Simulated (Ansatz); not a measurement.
Ir: experiment and calculation

**The experiment to reproduce.**

“Phase stability and electronic structure of iridium metal at the megabar range”, 2019, pmc:6586894 reports, for a powder of Ir: lattice constant a 3.837 ± 0.001 Å; bulk modulus 339 ± 3 GPa.

How close the calculation comes is told below.

These are results of Ansatz 0.2.0, DFT r2SCAN, scalar-relativistic, plane waves, PAW, not measurements.

Plane waves to 500 eV, a k mesh through Γ of 18×18×18 on the computed 1-atom cell and Gaussian smearing (0.10 eV); no spin polarisation.

Relaxed structure, symmetry kept:

```cif
data_structure
_symmetry_space_group_name_H-M 'Fm-3m'
_symmetry_Int_Tables_number 225
_cell_length_a 3.8442
_cell_length_b 3.8442
_cell_length_c 3.8442
_cell_angle_alpha 90.000
_cell_angle_beta 90.000
_cell_angle_gamma 90.000
_cell_volume 56.81
loop_
_atom_site_label
_atom_site_type_symbol
_atom_site_symmetry_multiplicity
_atom_site_Wyckoff_symbol
_atom_site_fract_x
_atom_site_fract_y
_atom_site_fract_z
_atom_site_occupancy
Ir1 Ir 4 a 0.00000 0.00000 0.00000 1
```

```json
{
  "Space group": "Fm-3m (No. 225)",
  "Volume per atom": "14.20 Å³",
  "Formation energy from the elements' standard states (uncorrected)": "+0.002 eV/atom",
  "Generalised Kohn–Sham band gap": "none (metal)",
  "Density of states at the Fermi level": "0.88 states/eV per cell",
  "Löwdin character within 0.5 eV of the Fermi level": "Ir 5d 95 %",
  "Bulk modulus": "377 GPa",
  "Its pressure derivative": "5.0",
  "Bader charges (e)": "Ir (1 in the cell) 0.00"
}
```

Spin-orbit coupling is left out, which matters for the bands of heavy elements.

A measured lattice constant a of Ir is 3.837 Å (powder; the paper above); the calculated 3.844 Å misses it by +0.2 %. 2 values of this kind are on record in papers (3.837 to 3.838 Å); this one was drawn at random among those near their median, those with a stated uncertainty first. The calculation is for 0 K without zero-point motion. A measured bulk modulus of Ir is 339 GPa (powder; the paper above); the calculated 377 GPa misses it by +11.3 %.